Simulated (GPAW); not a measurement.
# CdSe (F-43m) in GPAW: a series of runs, part 2 of 5

GPAW 26.7.0.

## (3) Born charges, PW91

Input file run.py:

```python
import json
import numpy as np
from ase import Atoms
from ase.constraints import FixSymmetry
from ase.filters import FrechetCellFilter
from ase.io import read, write
from ase.optimize import BFGS
from phonopy import Phonopy
from phonopy.structure.atoms import PhonopyAtoms
from gpaw import GPAW, PW, setup_paths
from gpaw.berryphase import polarization_phase

setup_paths.insert(0, '.')

atoms = read('POSCAR')

calc = GPAW(mode=PW(510),
            xc='GGA_X_PW91+GGA_C_PW91',
            kpts={'size': (5, 5, 5), 'gamma': True},
            occupations={'name': 'fermi-dirac', 'width': 0.01},
            nbands=18,
            convergence={'density': 1e-06, 'eigenstates': 1e-09},
            random=True,
            maxiter=75,
            txt='gpaw.txt')
atoms.calc = calc
atoms.set_constraint(FixSymmetry(atoms))
BFGS(FrechetCellFilter(atoms), trajectory='relax.traj', logfile='-').run(fmax=0.005, steps=40)
atoms.set_constraint()
energy = atoms.get_potential_energy()
forces = atoms.get_forces()
stress = atoms.get_stress()
calc.write('gs.gpw')
write('result.traj', atoms)
print('Cell:', atoms.cell.cellpar().round(4))
print(atoms.get_scaled_positions().round(5))

n = len(atoms)
unit = PhonopyAtoms(symbols=atoms.get_chemical_symbols(), cell=atoms.cell[:], scaled_positions=atoms.get_scaled_positions())
ph = Phonopy(unit, supercell_matrix=np.eye(3, dtype=int), primitive_matrix=np.eye(3), symprec=1e-4)
ph.generate_displacements(distance=0.02, is_plusminus=True)
forces, phases = [], []
for i, move in enumerate(ph.dataset['first_atoms']):
    b = atoms.copy()
    b.positions[move['number']] += move['displacement']
    c = GPAW(mode=PW(510),
             xc='GGA_X_PW91+GGA_C_PW91',
             kpts={'size': (5, 5, 5), 'gamma': True},
             occupations={'name': 'fermi-dirac', 'width': 0.01},
             nbands=18,
             convergence={'density': 1e-06, 'eigenstates': 1e-09},
             random=True,
             maxiter=75,
             symmetry='off',
             txt=f'disp-{i:02d}.txt')
    b.calc = c
    f = b.get_forces()
    forces.append(f - f.mean(axis=0))
    c.write('disp.gpw', 'all')
    phases.append(polarization_phase(gpw_wfs='disp.gpw')['phase_c'])
    print(move['number'], np.round(move['displacement'], 4), 'phases', phases[-1].round(5), flush=True)

# each pair of opposite moves, with its images under the space group
ops, cell, spos = ph.symmetry.symmetry_operations, atoms.cell[:].T, atoms.get_scaled_positions()
moves, dipoles = [[] for a in atoms], [[] for a in atoms]
for move, up, down in zip(ph.dataset['first_atoms'][::2], phases[::2], phases[1::2]):
    dphi = (up - down + np.pi) % (2 * np.pi) - np.pi
    dp = dphi @ atoms.cell[:] / (2 * np.pi)  # e A
    for w, t in zip(ops['rotations'], ops['translations']):
        x = w @ spos[move['number']] + t - spos
        b = np.linalg.norm(x - x.round(), axis=1).argmin()
        R = cell @ w @ np.linalg.inv(cell)
        moves[b].append(R @ move['displacement'] * 2)
        dipoles[b].append(R @ dp)
Z = np.array([np.linalg.lstsq(np.array(u), np.array(p), rcond=None)[0].T for u, p in zip(moves, dipoles)])  # Z[a, i, j] = dp_i / du_j
ph.forces = forces
ph.produce_force_constants()
ph.symmetrize_force_constants()
H = ph.force_constants.transpose(0, 2, 1, 3).reshape((3 * n, 3 * n))
rule = Z.sum(axis=0)
print('Sum of the charges:')
print(rule.round(4))
Z -= rule / n
for a in atoms:
    print(a.symbol)
    print(Z[a.index].round(3))
w = np.repeat(atoms.get_masses()**-0.5, 3)
omega2, modes = np.linalg.eigh(H * w * w[:, None])
nu = np.sign(omega2) * abs(omega2)**0.5 * 521.4709  # cm^-1
dipoles = np.einsum('aij,ajm->mi', Z, (modes * w[:, None]).reshape((n, 3, -1)))  # e / amu^0.5
optical = np.argsort(abs(omega2))[3:]
eps_ion = sum(np.outer(dipoles[m], dipoles[m]) / omega2[m] for m in optical) * 4 * np.pi * 14.399645 / atoms.get_volume()
for m in range(3 * n):
    print(f'{nu[m]:9.2f} cm^-1  IR {(dipoles[m]**2).sum():8.4f} e^2/amu')
print('Lattice part of the dielectric tensor:')
print(eps_ion.round(3))
json.dump({'Z': Z.tolist(), 'rule': rule.tolist(), 'nu': nu.tolist(), 'ir': (dipoles**2).sum(1).tolist(), 'eps_ion': eps_ion.tolist()},
          open('born.json', 'w'))
```

Input file POSCAR:

```
CdSe
1.0
    0.0000000000      3.0702711986      3.0702711986
    3.0702711986      0.0000000000      3.0702711986
    3.0702711986      3.0702711986      0.0000000000
Cd Se
1 1
Direct
    0.0000000000      0.0000000000      0.0000000000
    0.2500000000      0.2500000000      0.2500000000
```

Potentials or basis: PAW data sets generated in the run's folder for this functional, pw.

The run is started by

```bash
$ gpaw-setup -f GGA_X_PW91+GGA_C_PW91 Cd Se
$ OMP_NUM_THREADS=1 python run.py
```

gpaw.txt:

```text
__  _  _
 | _ |_)|_||  |
 |__||  | ||/\| - 26.7.0

Input parameters:
  mode=PW(ecut=510.0),
  convergence={'density': 1e-06, 'eigenstates': 1e-09},
  kpts=MonkhorstPack(size=(5, 5, 5), gamma=True),
  maxiter=75,
  nbands=18,
  occupations=Occupations(name='fermi-dirac', width=0.01),
  random=True,
  xc=XC(name='GGA_X_PW91+GGA_C_PW91')
Initializing wave functions with random numbers

            Se

       Cd

Atoms  # Å, Bohr magnetons
|   | symbol |        x |        y |        z |    initial magnetic moments |
|---|--------|----------|----------|----------|-----------------------------|
| 0 |     Cd | 0.000000 | 0.000000 | 0.000000 | ( 0.0000,  0.0000,  0.0000) |
| 1 |     Se | 1.535136 | 1.535136 | 1.535136 | ( 0.0000,  0.0000,  0.0000) |

Unit cell  # Å
| periodic |        x |        y |        z |  lengths |    angles |
|----------|----------|----------|----------|----------|-----------|
|      yes | 0.000000 | 3.070271 | 3.070271 | 4.342019 | 60.000000 |
|      yes | 3.070271 | 0.000000 | 3.070271 | 4.342019 | 60.000000 |
|      yes | 3.070271 | 3.070271 | 0.000000 | 4.342019 | 60.000000 |

Number of symmetries: 24
Symmetry operations  # r_c * U_cc + t_c -> r_c
|    | kind |            matrix            |
|----|------|------------------------------|
|  0 |  E   |  1, 0, 0,  0, 1, 0,  0, 0, 1 |
|  1 |  σ   |  1, 0, 0,  0, 0, 1,  0, 1, 0 |
|  2 |  σ   |  1, 0,-1,  0, 1,-1,  0, 0,-1 |
|  3 |  C3  |  1, 0,-1,  0, 0,-1,  0, 1,-1 |
|  4 |  C3  |  1,-1, 0,  0,-1, 1,  0,-1, 0 |
|  5 |  σ   |  1,-1, 0,  0,-1, 0,  0,-1, 1 |
|  6 |  σ   |  0, 1, 0,  1, 0, 0,  0, 0, 1 |
|  7 |  C3  |  0, 1, 0,  0, 0, 1,  1, 0, 0 |
|  8 |  C2  |  0, 1,-1,  1, 0,-1,  0, 0,-1 |
[... 150 lines left out ...]
|iter:   3| |   -6.136783 | -0.64 | -1.12 |
|iter:   4| |   -5.850206 | -2.10 | -1.14 |
|iter:   5| |   -5.717865 | -2.18 | -1.31 |
|iter:   6| |   -5.730476 | -2.52 | -1.54 |
|iter:   7| |   -5.742419 | -3.48 | -1.64 |
|iter:   8| |   -5.734280 | -4.18 | -1.74 |
|iter:   9| |   -5.723574 | -4.39 | -1.80 |
|iter:  10| |   -5.721092 | -5.19 | -1.91 |
|iter:  11| |   -5.718401c| -4.93 | -1.95 |
|iter:  12| |   -5.709756 | -3.28 | -2.01 |
|iter:  13| |   -5.709749c| -4.44 | -2.64 |
|iter:  14| |   -5.709760c| -6.12 | -3.57 |
|iter:  15| |   -5.709761c| -7.07 | -4.03 |
|iter:  16| |   -5.709761c| -8.31 | -4.94 |
|iter:  17| |   -5.709761c| -9.30c| -5.42 |
|iter:  18| |   -5.709761c| -9.80c| -6.24c|

Converged in 18 steps
Energy contributions relative to reference atoms: (reference = -218314.055288)

Energy contributions:
  Kinetic:          18.307156
  Coulomb:         -16.691281
  Zero:              0.041482
  External:          0.000000
  Xc:               -7.367118
  Entropy:          -0.000000
  Spinorbit:         0.000000
  ----------------------------
  Free energy:      -5.709761
  Extrapolated:     -5.709761
[... 31 lines left out ...]
Stress tensor  # eV/Ang^3
|         x |         y |         z |
|-----------|-----------|-----------|
| -0.004478 |  0.000000 |  0.000000 |
|  0.000000 | -0.004478 | -0.000000 |
|  0.000000 | -0.000000 | -0.004478 |

Forces  # eV/Ang
|       x |       y |       z |
|---------|---------|---------|
| 0.00000 | 0.00000 | 0.00000 |  # Cd   0
| 0.00000 | 0.00000 | 0.00000 |  # Se   1

Interpolating wave functions to new cell

            Se

       Cd

Atoms  # Å, Bohr magnetons
|   | symbol |         x |         y |         z |    initial magnetic moments |
[... 230 lines left out ...]
| -0.003586 | -0.000000 |  0.000000 |
| -0.000000 | -0.003586 |  0.000000 |
|  0.000000 |  0.000000 | -0.003586 |

Forces  # eV/Ang
|       x |       y |        z |
|---------|---------|----------|
| 0.00000 | 0.00000 | -0.00000 |  # Cd   0
| 0.00000 | 0.00000 | -0.00000 |  # Se   1

Interpolating wave functions to new cell

            Se

       Cd

Atoms  # Å, Bohr magnetons
|   | symbol |         x |         y |         z |    initial magnetic moments |
|---|--------|-----------|-----------|-----------|-----------------------------|
| 0 |     Cd | -0.000000 | -0.000000 | -0.000000 | ( 0.0000,  0.0000,  0.0000) |
| 1 |     Se |  1.542371 |  1.542371 |  1.542371 | ( 0.0000,  0.0000,  0.0000) |

Unit cell  # Å
| periodic |        x |        y |         z |  lengths |    angles |
|----------|----------|----------|-----------|----------|-----------|
|      yes | 0.000000 | 3.084741 |  3.084741 | 4.362483 | 60.000000 |
|      yes | 3.084741 | 0.000000 |  3.084741 | 4.362483 | 60.000000 |
|      yes | 3.084741 | 3.084741 | -0.000000 | 4.362483 | 60.000000 |

Number of symmetries: 24
Symmetry operations  # r_c * U_cc + t_c -> r_c
|    | kind |            matrix            |
|----|------|------------------------------|
|  0 |  E   |  1, 0, 0,  0, 1, 0,  0, 0, 1 |
|  1 |  σ   |  1, 0, 0,  0, 0, 1,  0, 1, 0 |
|  2 |  σ   |  1, 0,-1,  0, 1,-1,  0, 0,-1 |
|  3 |  C3  |  1, 0,-1,  0, 0,-1,  0, 1,-1 |
|  4 |  C3  |  1,-1, 0,  0,-1, 1,  0,-1, 0 |
|  5 |  σ   |  1,-1, 0,  0,-1, 0,  0,-1, 1 |
|  6 |  σ   |  0, 1, 0,  1, 0, 0,  0, 0, 1 |
|  7 |  C3  |  0, 1, 0,  0, 0, 1,  1, 0, 0 |
|  8 |  C2  |  0, 1,-1,  1, 0,-1,  0, 0,-1 |
[... 145 lines left out ...]
SCF iterations
|iter     | |      energy | eigst |  dens |
|---------|-|-------------|-------|-------|
|iter:   1| |   -5.721130 | -1.75 |       |
|iter:   2| |   -5.719588 | -4.48 | -2.02 |
|iter:   3| |   -5.712815c| -3.55 | -2.06 |
|iter:   4| |   -5.712778c| -4.80 | -2.86 |
|iter:   5| |   -5.712792c| -5.45 | -3.20 |
|iter:   6| |   -5.712792c| -7.20 | -4.35 |
|iter:   7| |   -5.712792c| -8.43 | -4.72 |
|iter:   8| |   -5.712792c| -9.38c| -5.11 |
|iter:   9| |   -5.712792c|-10.06c| -5.99 |
|iter:  10| |   -5.712792c|-10.71c| -6.59c|

Converged in 10 steps
Energy contributions relative to reference atoms: (reference = -218314.055288)

Energy contributions:
  Kinetic:          17.339756
  Coulomb:         -15.904662
  Zero:              0.041660
  External:          0.000000
  Xc:               -7.189546
  Entropy:          -0.000000
  Spinorbit:         0.000000
  ----------------------------
  Free energy:      -5.712792
  Extrapolated:     -5.712792
[... 31 lines left out ...]
Stress tensor  # eV/Ang^3
|         x |         y |         z |
|-----------|-----------|-----------|
| -0.000203 |  0.000000 |  0.000000 |
|  0.000000 | -0.000203 |  0.000000 |
|  0.000000 |  0.000000 | -0.000203 |

Forces  # eV/Ang
|        x |        y |        z |
|----------|----------|----------|
| -0.00000 | -0.00000 |  0.00000 |  # Cd   0
|  0.00000 |  0.00000 | -0.00000 |  # Se   1

Interpolating wave functions to new cell

            Se

       Cd

Atoms  # Å, Bohr magnetons
|   | symbol |         x |         y |         z |    initial magnetic moments |
|---|--------|-----------|-----------|-----------|-----------------------------|
| 0 |     Cd | -0.000000 | -0.000000 | -0.000000 | ( 0.0000,  0.0000,  0.0000) |
| 1 |     Se |  1.542724 |  1.542724 |  1.542724 | ( 0.0000,  0.0000,  0.0000) |

Unit cell  # Å
| periodic |        x |        y |         z |  lengths |    angles |
|----------|----------|----------|-----------|----------|-----------|
|      yes | 0.000000 | 3.085449 |  3.085449 | 4.363483 | 60.000000 |
|      yes | 3.085449 | 0.000000 |  3.085449 | 4.363483 | 60.000000 |
|      yes | 3.085449 | 3.085449 | -0.000000 | 4.363483 | 60.000000 |

Number of symmetries: 24
Symmetry operations  # r_c * U_cc + t_c -> r_c
|    | kind |            matrix            |
|----|------|------------------------------|
|  0 |  E   |  1, 0, 0,  0, 1, 0,  0, 0, 1 |
|  1 |  σ   |  1, 0, 0,  0, 0, 1,  0, 1, 0 |
|  2 |  σ   |  1, 0,-1,  0, 1,-1,  0, 0,-1 |
|  3 |  C3  |  1, 0,-1,  0, 0,-1,  0, 1,-1 |
|  4 |  C3  |  1,-1, 0,  0,-1, 1,  0,-1, 0 |
|  5 |  σ   |  1,-1, 0,  0,-1, 0,  0,-1, 1 |
|  6 |  σ   |  0, 1, 0,  1, 0, 0,  0, 0, 1 |
|  7 |  C3  |  0, 1, 0,  0, 0, 1,  1, 0, 0 |
|  8 |  C2  |  0, 1,-1,  1, 0,-1,  0, 0,-1 |
[... 145 lines left out ...]
SCF iterations
|iter     | |      energy | eigst |  dens |
|---------|-|-------------|-------|-------|
|iter:   1| |   -5.712955 | -3.67 |       |
|iter:   2| |   -5.712951 | -6.60 | -3.23 |
|iter:   3| |   -5.712935c| -5.97 | -3.28 |
|iter:   4| |   -5.712937c| -7.22 | -4.01 |
|iter:   5| |   -5.712937c| -7.86 | -4.35 |
|iter:   6| |   -5.712937c| -9.57c| -5.58 |
|iter:   7| |   -5.712937c|-10.08c| -5.93 |
|iter:   8| |   -5.712937c|-10.56c| -6.33c|

Converged in 8 steps
Energy contributions relative to reference atoms: (reference = -218314.055288)

Energy contributions:
  Kinetic:          17.293185
  Coulomb:         -15.866794
  Zero:              0.041663
  External:          0.000000
  Xc:               -7.180991
  Entropy:          -0.000000
  Spinorbit:         0.000000
  ----------------------------
  Free energy:      -5.712937
  Extrapolated:     -5.712937
[... 31 lines left out ...]
Stress tensor  # eV/Ang^3
|         x |         y |         z |
|-----------|-----------|-----------|
| -0.000014 |  0.000000 | -0.000000 |
|  0.000000 | -0.000014 |  0.000000 |
| -0.000000 |  0.000000 | -0.000014 |

Forces  # eV/Ang
|        x |       y |        z |
|----------|---------|----------|
| -0.00000 | 0.00000 | -0.00000 |  # Cd   0
|  0.00000 | 0.00000 |  0.00000 |  # Se   1

# Writing to gs.gpw (mode='')
```

It took 7.7 min on 1 thread of Arm Neoverse V2, shared host; peak memory 0.55 GiB.

What came out:

```
Free energy                                             : -5.7129 eV
Relaxed volume                                          : 29.37 Å³/atom
Relaxed cell                                            : a = 4.363 Å, b = 4.363 Å, c = 4.363 Å, α = 60.00°, β = 60.00°, γ = 60.00°
Space group after relaxing (to 0.05 Å)                  : F-43m (No. 216)
Pressure after relaxing                                 : 0.0 GPa
Band gap on the k mesh                                  : 0.47 eV, direct
Born charges (mean of the diagonal)                     : Cd +2.34; Se -2.34 e
Highest phonon frequency at Γ, LO-TO splitting left out : 158 cm⁻¹
```

Final structure:
```
Cd Se
1.0
     0.00000    3.08545    3.08545
     3.08545    0.00000    3.08545
     3.08545    3.08545    0.00000
Cd Se
1 1
Direct
  0.00000 0.00000 0.00000
  0.25000 0.25000 0.25000
```

Levels at points of the mesh, in eV from the valence-band top:
```csv
k point,band 7,band 8,band 9,band 10,band 11,band 12
"(0.00, 0.00, 0.00)",0.00,0.00,0.00,0.47,5.90,5.90
```

Phonon frequencies in cm⁻¹ (negative: imaginary):
| q point | frequencies |
| --- | --- |
| (0.000, 0.000, 0.000) | 0 0 0 158 158 158 |

Born effective charge tensors (e):
atom 1, Cd
```
2.34 0.00 0.00
0.00 2.34 0.00
0.00 0.00 2.34
```
atom 2, Se
```
-2.34  0.00  0.00
 0.00 -2.34  0.00
 0.00  0.00 -2.34
```

Caveat: the k mesh is coarse; the cutoff is short for stress and forces, so pressures can be off by a GPa or more; the LO-TO splitting is left out.

(Continued in part 3 of 5.)
